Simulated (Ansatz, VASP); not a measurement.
Two plane-wave programs on Pt

```
CELL_PARAMETERS angstrom
2.76067 0.00000 0.00000
-1.38033 2.39081 0.00000
0.00000 0.00000 4.79213
ATOMIC_POSITIONS crystal
Pt 0.66667 0.33333 0.75000
Pt 0.33333 0.66667 0.25000
```

This isn't the form of Pt at room conditions, which is fcc.

Alike in both runs: task relaxation of cell and atoms; functional PBE; dispersion D3(BJ); k mesh 9 × 9 × 4; occupations gaussian, width 0.1 eV; no spin polarisation.

|  | VASP | Ansatz |
| --- | --- | --- |
| version | VASP 6.6.1 | Ansatz 0.2.0 |
| potentials or method | VASP PAW PBE potentials, release 64 (Pt) | scalar-relativistic, plane waves, PAW |
| plane-wave cutoff (eV) | 600 | 420 |
| valence electrons in the cell | 20 | 36 |

VASP gave:

```
gap on the k mesh at the Fermi level, each at its own relaxed structure (eV) : none
relaxed volume (Å³/atom)                                                     : 15.24
relaxed cell length with the largest relative difference (Å)                 : 4.736
energy change over the relaxation (meV/atom)                                 : -17
```

Q: Estimate Ansatz's values.

A: gap on the k mesh at the Fermi level, each at its own relaxed structure (eV): none; relaxed volume (Å³/atom): 15.26; relaxed cell length with the largest relative difference (Å): 4.729; energy change over the relaxation (meV/atom): -15.

A gap of «none» marks a metal or a gap that the smearing closes. The two sets of potentials don't hold the same shells in valence.

Caveats: pairwise dispersion overbinds metals, which lowers pressure and volume. Spin-orbit coupling is left out, which matters for the levels of Pt.
